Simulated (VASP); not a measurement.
# La (P6_3/mmc) in VASP: further runs

The runs below take La through single point, with LDA.

All numbers are computed with VASP 6.6.1; they aren't measurements. Logs are shortened: lines on timing, memory, paths and dates and some standing lists are left out, and cuts for length are marked.

## (1) The crystal as given

The structure is hexagonal, space group P6_3/mmc (No. 194). The conventional cell has a = 3.750 Å, b = 3.750 Å, c = 6.070 Å, α = 90.00°, β = 90.00°, γ = 120.00°. Around La (site symmetry -6m2) lie 12 La at 3.73 to 3.75 Å.

This isn't the form of La at room conditions, which is double hcp.

## (2) Single point, LDA

File INCAR:

```
SYSTEM = La
PREC = Accurate ; ENCUT = 900
EDIFF = 1E-8 ; ISMEAR = -1
SIGMA = 0.1 ; LREAL = .FALSE.
LASPH = .TRUE. ; NELM = 100
ALGO = Normal ; ISIF = 2
LWAVE = .FALSE. ; LCHARG = .FALSE.
GGA = CA ; ADDGRID = .FALSE.
```

File KPOINTS:

```
Automatic mesh
0
G
  20 20 11
  0 0 0
```

File POSCAR:

```
La
1.0
    3.7500000000      0.0000000000      0.0000000000
   -1.8750000000      3.2475952642      0.0000000000
    0.0000000000      0.0000000000      6.0700000000
La
2
Direct
    0.6527560000      0.3219160000      0.7382770000
    0.3157440000      0.6620370000      0.2676620000
```

Potentials or basis: VASP PAW LDA potentials, release 64 (La).

Command:

```console
cat potpaw_LDA.64/La/POTCAR > POTCAR
mpirun -np 1 vasp_std > vasp.out
```

OUTCAR:

```text
SYSTEM = La
   PREC = Accurate
   ENCUT = 900
   EDIFF = 1E-8
   ISMEAR = -1
   LREAL = .FALSE.
   LASPH = .TRUE.
   NELM = 100
   ISIF = 2
   GGA = CA

 ion  position               nearest neighbor table
   1  0.653  0.322  0.738-   2 3.57   2 3.58   2 3.61
   2  0.316  0.662  0.268-   1 3.57   1 3.58   1 3.61

  LATTYP: Found a hexagonal cell.
 ALAT       =     3.7500000000
 C/A-ratio  =     1.6186666667

  Lattice vectors:

 A1 = (   3.7500000000,   0.0000000000,   0.0000000000)
 A2 = (  -1.8750000000,   3.2475952642,   0.0000000000)
 A3 = (   0.0000000000,   0.0000000000,   6.0700000000)

Analysis of symmetry for initial positions (statically):
=====================================================================
 Subroutine PRICEL returns:
 Original cell was already a primitive cell.

 Routine SETGRP: Setting up the symmetry group for a
 hexagonal supercell.

 Subroutine GETGRP returns: Found  2 space group operations
 (whereof  1 operations were pure point group operations)
 out of a pool of 24 trial point group operations.

The static configuration has the point symmetry C_1 .
 The point group associated with its full space group is S_2 .

Analysis of symmetry for dynamics (positions and initial velocities):
=====================================================================
 Subroutine PRICEL returns:
 Original cell was already a primitive cell.

 Routine SETGRP: Setting up the symmetry group for a
 hexagonal supercell.

 Subroutine GETGRP returns: Found  2 space group operations
 (whereof  1 operations were pure point group operations)
 out of a pool of 24 trial point group operations.

The dynamic configuration has the point symmetry C_1 .
 The point group associated with its full space group is S_2 .

 Subroutine INISYM returns: Found  2 space group operations
 (whereof  1 operations are pure point group operations),
 and found     1 'primitive' translations

----------------------------------------------------------------------------------------

                                     Primitive cell

  volume of cell :      73.9234

  direct lattice vectors                    reciprocal lattice vectors
     3.750000000  0.000000000  0.000000000     0.266666667  0.153960072  0.000000000
    -1.875000000  3.247595264  0.000000000     0.000000000  0.307920144  0.000000000
     0.000000000  0.000000000  6.070000000     0.000000000  0.000000000  0.164744646

  length of vectors
     3.750000000  3.750000000  6.070000000     0.307920144  0.307920144  0.164744646

  position of ions in fractional coordinates (direct lattice)
     0.652756000  0.321916000  0.738277000
     0.315744000  0.662037000  0.267662000

  ion indices of the primitive-cell ions
   primitive index   ion index
                 1           1
                 2           2

----------------------------------------------------------------------------------------

 KPOINTS: Automatic mesh

Automatic generation of k-mesh.
 Grid dimensions read from file:
 generate k-points for:   20   20   11

 Generating k-lattice:

  Cartesian coordinates                     Fractional coordinates (reciprocal lattice)
     0.013333333  0.007698004  0.000000000     0.050000000  0.000000000  0.000000000
     0.000000000  0.015396007  0.000000000     0.000000000  0.050000000  0.000000000
     0.000000000  0.000000000  0.014976786     0.000000000  0.000000000  0.090909091

  Length of vectors
     0.015396007  0.015396007  0.014976786

  Shift w.r.t. Gamma in fractional coordinates (k-lattice)
     0.000000000  0.000000000  0.000000000

 Subroutine IBZKPT returns following result:
 ===========================================

 Found   2202 irreducible k-points:

 Following reciprocal coordinates:
            Coordinates               Weight
  0.000000  0.000000  0.000000      1.000000
  0.050000  0.000000  0.000000      2.000000
  0.000000  0.050000  0.000000      2.000000
 -0.050000  0.050000  0.000000      2.000000
  0.100000  0.000000  0.000000      2.000000
  0.000000  0.100000  0.000000      2.000000
[... 16 lines left out ...]
  0.400000 -0.000000  0.000000      2.000000
  0.000000  0.400000  0.000000      2.000000
 [... further k-points ...]
   k-points           NKPTS =   2202   k-points in BZ     NKDIM =   2202   number of bands    NBANDS=     15
   number of dos      NEDOS =    301   number of ions     NIONS =      2
   total plane-waves  NPLWV =  96000
   dimension x,y,z NGX =    40 NGY =   40 NGZ =   60
   dimension x,y,z NGXF=    80 NGYF=   80 NGZF=  120
   ions per type =               2
   NGX,Y,Z   is equivalent  to a cutoff of  17.73, 17.73, 16.43 a.u.
   NGXF,Y,Z  is equivalent  to a cutoff of  35.47, 35.47, 32.87 a.u.
 SYSTEM =  La
   PREC   = accura    normal or accurate (medium, high low for compatibility)
   ISTART =      0    job   : 0-new  1-cont  2-samecut
   ICHARG =      2    charge: 1-file 2-atom 10-const
   ISPIN  =      1    spin polarized calculation?
   LNONCOLLINEAR =      F non collinear calculations
   LSORBIT =      F    spin-orbit coupling
   LASPH  =      T    aspherical Exc in radial PAW
   ENCUT  =  900.0 eV  66.15 Ry    8.13 a.u.   9.17  9.17 14.85*2*pi/ulx,y,z
   NELM   =    100;   NELMIN=  2; NELMDL= -5     # of ELM steps
   EDIFF  = 0.1E-07   stopping-criterion for ELM
   LREAL  =      F    real-space projection
   EDIFFG = 0.1E-06   stopping-criterion for IOM
   NSW    =      0    number of steps for IOM
   IBRION =     -1    ionic relax: 0-MD 1-quasi-New 2-CG
   NFREE  =      0    steps in history (QN), initial steepest desc. (CG)
   ISIF   =      2    stress and relaxation
   ISYM   =      2    0-nonsym 1-usesym 2-fastsym
   POTIM  = 0.5000    time-step for ionic-motion
   TEBEG  =    0.0;   TEEND  =   0.0 temperature during run
   PSTRESS=    0.0 pullay stress
   NELECT =      22.0000    total number of electrons
   NUPDOWN=      -1.0000    fix difference up-down
   EMIN   =  10.00;   EMAX   =-10.00  energy-range for DOS
   EFERMI =   0.00;   METHOD = LEGACY
   ISMEAR =    -1;   SIGMA  =   0.10  broadening in eV -4-tet -1-fermi 0-gaus
   EFERMI_NEDOS =   21; number of points for ismear=-14 and -15
   IALGO  =     38    algorithm
   IMIX   =      4    mixing-type and parameters
     AMIX     =   0.40;   BMIX     =  1.00
     AMIX_MAG =   1.60;   BMIX_MAG =  1.00
  volume/ion in A,a.u.               =      36.96       249.43
  Fermi-wavevector in a.u.,A,eV,Ry     =   1.093004  2.065478 16.254307  1.194658
  Thomas-Fermi vector in A             =   2.229281
   LORBIT       =      0    0 simple, 1 ext, 2 COOP (PROOUT), +10 PAW based schemes
   GGA     = CA    functional components
   LHFCALC =     F    Hartree Fock is set to
   AEXX    =    0.0000 exact exchange contribution
   IVDW    =     0    specifies the selected vdW correction
   LEPSILON=     F    determine dielectric tensor
   LRPA    =     F    only Hartree local field effects (RPA)
 non-spin polarized calculation
  energy-cutoff  :      900.00
  volume of cell :       73.92
 maximum number of plane-waves:      4571
 NGX is ok and might be reduce to    40
   NGX = 19   NGY = 19   NGZ = 29

 number of electron      22.0000000 magnetization

 Free energy of the ion-electron system (eV)
  ---------------------------------------------------
  ext. energy  EPLUGINS =         0.00000000
  ---------------------------------------------------
  free energy    TOTEN  =       -11.03979120 eV

  energy without entropy =      -10.91453065  energy(sigma->0) =      -10.97716093

 E-fermi :   7.6836     XC(G=0):  -9.7749

 val. band max:        7.6829388145   @ k =  -0.3000   0.1500   0.2727
 cond. band min:       7.6836195281   @ k =   0.4500  -0.1000  -0.4545
 fundamental gap:      0.0006807136
 Fermi energy:         7.6836042798

 k-point     1 :       0.0000    0.0000    0.0000
  band No.  band energies     occupation
      1     -25.0444      2.00000
      2     -24.8153      2.00000
      3      -9.4643      2.00000
      4      -8.2294      2.00000
      5      -8.2140      2.00000
      6      -8.0177      2.00000
      7      -8.0065      2.00000
      8      -7.9714      2.00000
      9       4.5168      2.00000
     10       5.9071      2.00000
     11       8.6691      0.00011
     12       8.9290      0.00001
     13       8.9408      0.00001
     14       9.0586      0.00000
     15       9.1590      0.00000

 k-point     2 :       0.0500    0.0000    0.0000
  band No.  band energies     occupation
      1     -25.0401      2.00000
      2     -24.8133      2.00000
      3      -9.4536      2.00000
      4      -8.2570      2.00000
      5      -8.2266      2.00000
      6      -8.0409      2.00000
      7      -8.0162      2.00000
      8      -7.9740      2.00000
      9       4.5854      2.00000
     10       5.9712      2.00000
     11       8.4974      0.00058
     12       8.9567      0.00001
     13       8.9628      0.00001
     14       9.0472      0.00000
     15       9.1247      0.00000

 k-point     3 :       0.0000    0.0500    0.0000
  band No.  band energies     occupation
      1     -25.0401      2.00000
      2     -24.8133      2.00000
      3      -9.4536      2.00000
      4      -8.2584      2.00000
      5      -8.2252      2.00000
      6      -8.0392      2.00000
      7      -8.0180      2.00000
      8      -7.9740      2.00000
      9       4.5855      2.00000
     10       5.9714      2.00000
     11       8.4962      0.00059
     12       8.9582      0.00001
     13       8.9629      0.00001
     14       9.0480      0.00000
     15       9.1305      0.00000

 k-point     4 :      -0.0500    0.0500    0.0000
  band No.  band energies     occupation
      1     -25.0401      2.00000
      2     -24.8133      2.00000
      3      -9.4539      2.00000
      4      -8.2455      2.00000
      5      -8.2380      2.00000
      6      -8.0468      2.00000
      7      -8.0102      2.00000
      8      -7.9739      2.00000
      9       4.5854      2.00000
     10       5.9700      2.00000
     11       8.5026      0.00055
     12       8.9556      0.00001
     13       8.9583      0.00001
     14       9.0723      0.00000
     15       9.1218      0.00000
[... 307 lines left out ...]
 k-point    22 :      -0.3500    0.3500    0.0000
  band No.  band energies     occupation
      1     -24.8918      2.00000
      2     -24.7619      2.00000
      3      -9.1436      2.00000
      4      -9.0689      2.00000
      5      -8.8048      2.00000
      6      -8.4913      2.00000
      7      -8.1762      2.00000
      8      -8.1423      2.00000
      9       6.2253      2.00000
     10       6.4343      1.99999
     11       7.0135      1.99754
     12       8.3880      0.00174
     13       8.8604      0.00002
     14       8.9409      0.00001
     15       9.0134      0.00000

 k-point    23 :       0.4000   -0.0000    0.0000
  band No.  band energies     occupation
      1     -24.8620      2.00000
      2     -24.7624      2.00000
      3      -9.2432      2.00000
      4      -9.0729      2.00000
      5      -8.8173      2.00000
      6      -8.5197      2.00000
      7      -8.2579      2.00000
      8      -8.1646      2.00000
      9       6.1516      2.00000
     10       6.5035      1.99999
     11       6.8388      1.99957
     12       8.6159      0.00018
     13       8.8755      0.00001
     14       8.9200      0.00001
     15       9.2180      0.00000

 k-point    24 :       0.0000    0.4000    0.0000
  band No.  band energies     occupation
      1     -24.8611      2.00000
      2     -24.7633      2.00000
      3      -9.2432      2.00000
      4      -9.0721      2.00000
      5      -8.8142      2.00000
      6      -8.5189      2.00000
      7      -8.2632      2.00000
      8      -8.1650      2.00000
      9       6.1525      2.00000
     10       6.5117      1.99998
     11       6.8531      1.99951
     12       8.6113      0.00019
     13       8.8677      0.00001
     14       8.9238      0.00001
     15       9.2171      0.00000

 [... further k-points ...]

------------------------ aborting loop because EDIFF is reached ----------------------------------------

  FORCE on cell =-STRESS in cart. coord.  units (eV):
  Direction    XX          YY          ZZ          XY          YZ          ZX
  --------------------------------------------------------------------------------------
  -------------------------------------------------------------------------------------
  Total       -1.3321550     -1.3122707     -1.1806151      0.0114390      0.0089095     -0.0105847
  in kB      -28.8724406    -28.4414775    -25.5880430      0.2479236      0.1931005     -0.2294066
  external PRESSURE =     -27.6339870 kB  Pullay stress =       0.0000000 kB

 VOLUME and BASIS-vectors are now :
 -----------------------------------------------------------------------------
  energy-cutoff  :      900.00
  volume of cell :       73.92
      direct lattice vectors                 reciprocal lattice vectors
     3.750000000  0.000000000  0.000000000     0.266666667  0.153960072  0.000000000
    -1.875000000  3.247595264  0.000000000     0.000000000  0.307920144  0.000000000
     0.000000000  0.000000000  6.070000000     0.000000000  0.000000000  0.164744646

 POSITION                                       TOTAL-FORCE (eV/Angst)
 -----------------------------------------------------------------------------------
      1.84424      1.04545      4.48134        -0.007627      0.006061      0.224249
     -0.05728      2.15003      1.62471         0.007627     -0.006061     -0.224249
 -----------------------------------------------------------------------------------
    total drift:                                0.000000     -0.000000     -0.000000

  FREE ENERGIE OF THE ION-ELECTRON SYSTEM (eV)
  ---------------------------------------------------
  free  energy   TOTEN  =       -11.0397911984 eV

  energy  without entropy=      -10.9145306538  energy(sigma->0) =      -10.97716093
```

It took 67 min on 1 thread of AMD EPYC 9R45 (Zen 5), shared host; peak memory 5.2 GiB.

What came out:

- Free energy: -11.0398 eV
- Pressure: -2.8 GPa
- Largest force: 0.224 eV/Å
- Band gap on the k mesh: none (metal or under the smearing width)

Forces in eV/Å, atoms in the order of the input:
```
La  -0.008  0.006  0.224
La   0.008 -0.006 -0.224
```

Stress tensor (GPa, compression positive):
```
-2.89  0.02 -0.02
 0.02 -2.84  0.02
-0.02  0.02 -2.56
```

Levels at points of the mesh, in eV from the Fermi level:
```
           k point  band 8  band 9  band 10  band 11  band 12  band 13  band 14  band 15
(0.00, 0.00, 0.00)  -15.66   -3.17    -1.78     0.99     1.25     1.26     1.37     1.48
(0.50, 0.00, 0.00)  -15.87   -1.64    -1.13    -1.06     1.20     1.21     1.27     1.36
(0.00, 0.50, 0.00)  -15.87   -1.64    -1.12    -1.05     1.20     1.21     1.26     1.36
(0.50, 0.50, 0.00)  -15.86   -1.65    -1.17    -1.13     1.18     1.23     1.34     1.35
```

## (3) Single point, LDA

File INCAR:

```
SYSTEM = La
PREC = Accurate ; ENCUT = 200
EDIFF = 1E-6 ; ISMEAR = -1
SIGMA = 0.1 ; LREAL = .FALSE.
LASPH = .TRUE. ; NELM = 100
ALGO = Normal ; ISIF = 2
LWAVE = .FALSE. ; LCHARG = .FALSE.
GGA = CA ; ADDGRID = .FALSE.
```

File KPOINTS:

```
Automatic mesh
0
G
  7 7 4
  0 0 0
```

File POSCAR:

```
La
1.0
    3.7500000000      0.0000000000      0.0000000000
   -1.8750000000      3.2475952642      0.0000000000
    0.0000000000      0.0000000000      6.0700000000
La
2
Direct
    0.6666666667      0.3333333333      0.7500000000
    0.3333333333      0.6666666667      0.2500000000
```

Potentials or basis: VASP PAW LDA potentials, release 64 (La).

Command:

```console
cat potpaw_LDA.64/La/POTCAR > POTCAR
mpirun -np 1 vasp_std > vasp.out
```

Run time: 4.8 s. Hardware: 1 thread of AMD EPYC 9R45 (Zen 5), shared host; peak memory 0.09 GiB.

The run converged, but a check on its numbers failed (symmetry, net force, bounds or a known fault of this set-up), so they aren't taken as properties of the crystal.

Caveat: the cutoff lies under the usual one of these potentials, so the numbers hold a large basis-set error.

## (4) Single point, LDA

INCAR is that of step 3.

KPOINTS is that of step 3.

File POSCAR:

```
La
1.0
    3.7500000000      0.0000000000      0.0000000000
   -1.8750000000      3.2475952642      0.0000000000
    0.0000000000      0.0000000000      6.0700000000
La
2
Direct
    0.6527560000      0.3219160000      0.7382770000
    0.3157440000      0.6620370000      0.2676620000
```

Command:

```console
cat potpaw_LDA.64/La/POTCAR > POTCAR
mpirun -np 1 vasp_std > vasp.out
```

Wall time 16 s (1 thread of AMD EPYC 9R45 (Zen 5), shared host); peak memory 0.11 GiB.

The run converged, but a check on its numbers failed (symmetry, net force, bounds or a known fault of this set-up), so they aren't taken as properties of the crystal.

Caveat: the cutoff lies under the usual one of these potentials, so the numbers hold a large basis-set error.

[end of part 1 of 2]
